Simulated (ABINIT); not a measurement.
**Au in ABINIT: convergence with boxcutmin**

Crystal: Au.

```
Au
1.0
     2.90000    0.00000    0.00000
    -1.45000    2.51147    0.00000
     0.00000    0.00000    4.88000
Au
2
Direct
  0.66667 0.33333 0.25000
  0.33333 0.66667 0.75000
```

This isn't the form of Au at room conditions, which is fcc.

```yaml
Program: ABINIT 10.8.3 (patched build)
Task: single point
Functional: PBEsol
Potentials_or_basis: PseudoDojo NC SR PBEsol v0.4.1 standard
Cutoff: 1034 eV
k_mesh: 11 × 11 × 6
Occupations: methfessel-paxton, width 0.1 eV
Spin: no spin polarisation
```

These are the settings of the first run; the series varies boxcutmin, with any setting tied to it.

Hardware: 1 thread of Arm Neoverse V2, on a shared host.

| boxcutmin | energy less the tightest run (meV/atom) | pressure (GPa) | SCF cycles | CPU time (s) | peak memory (GiB) |
| --- | --- | --- | --- | --- | --- |
| 1.3 | -0.32 | -6.72 | 8 | 63 | 0.11 |
| 1.5 | 0.00 | -6.80 | 8 | 72 | 0.11 |
| 1.7 | 0.00 | -6.80 | 8 | 71 | 0.11 |
| 1.85 | 0.00 | -6.80 | 8 | 90 | 0.12 |
| 2 | 0.00 | -6.80 | 8 | 99 | 0.12 |
| 2.3 | 0.00 | -6.80 | 8 | 120 | 0.13 |
| 2.7 | 0.00 | -6.80 | 8 | 170 | 0.16 |

Against the tightest run, the energy stays within 1 meV/atom from 1.3 on; the pressure stays within 0.1 GPa from 1.3 on. The tightest run that finished is the yardstick and may itself not be fully converged.

The run has no spin-orbit coupling, so splittings on Au are missing.
